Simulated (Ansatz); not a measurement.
Crystal: MnO.

```
Mn O
1.0
     2.97129   -1.71698    0.00000
     2.97129    1.71698    0.00000
    -1.98463    0.00000    2.81031
Mn O
1 1
Direct
  0.50020 0.50020 0.50067
  0.74980 0.74980 0.24934
```

The cell comes from a database or a generator and needn't be the stable form of this composition.

```yaml
Program: Ansatz 0.2.0
Task: single point
Functional: PBE
Potentials_or_basis: all-electron LAPW, scalar-relativistic
Cutoff: 366 eV (chosen from the basis error)
Basis_error_allowed: 0.001 eV/atom
k_mesh: 9 × 9 × 9
Occupations: fermi-dirac, width 0.05 eV
Spin: collinear spin, ferromagnetic start
Starting_moments: "[4.0, 0.0] μB"
```

On this cell: pressure -3.9 GPa; largest force under 0.003 eV/Å; net moment 5.00 μB per cell; site moments Mn +4.35; O +0.21 μB; band gap on the k mesh none (metal or under the smearing width).

The same run follows on a disturbed copy (atoms moved at random, drawn with an rms of 0.05 Å):

```xyz
2
Lattice="2.9713 -1.7170 0.0000 2.9713 1.7170 0.0000 -1.9846 0.0000 2.8103" Properties=species:S:1:pos:R:3 pbc="T T T"
Mn    1.9825   -0.0147    1.4049
O     3.9719    0.0133    0.6496
```

What changes?

The energy (extrapolated to zero smearing) moves by +2.8 meV/atom; pressure -3.7 GPa; largest force 0.211 eV/Å; net moment 5.00 μB per cell; site moments Mn +4.31; O +0.21 μB; band gap on the k mesh none (metal or under the smearing width).

Forces on the atoms (eV/Å):
```
Mn   0.028  0.090 -0.189
O   -0.028 -0.090  0.189
```

Stress tensor (GPa, compression positive):
```
-4.48  0.42  0.15
 0.42 -4.25  0.41
 0.15  0.41 -2.49
```

Caveats: a cell with one magnetic atom can't hold antiferromagnetic order, which such compounds often take; semilocal functionals often make such compounds metallic where correlation or magnetic order opens a gap, which also shifts bond lengths.
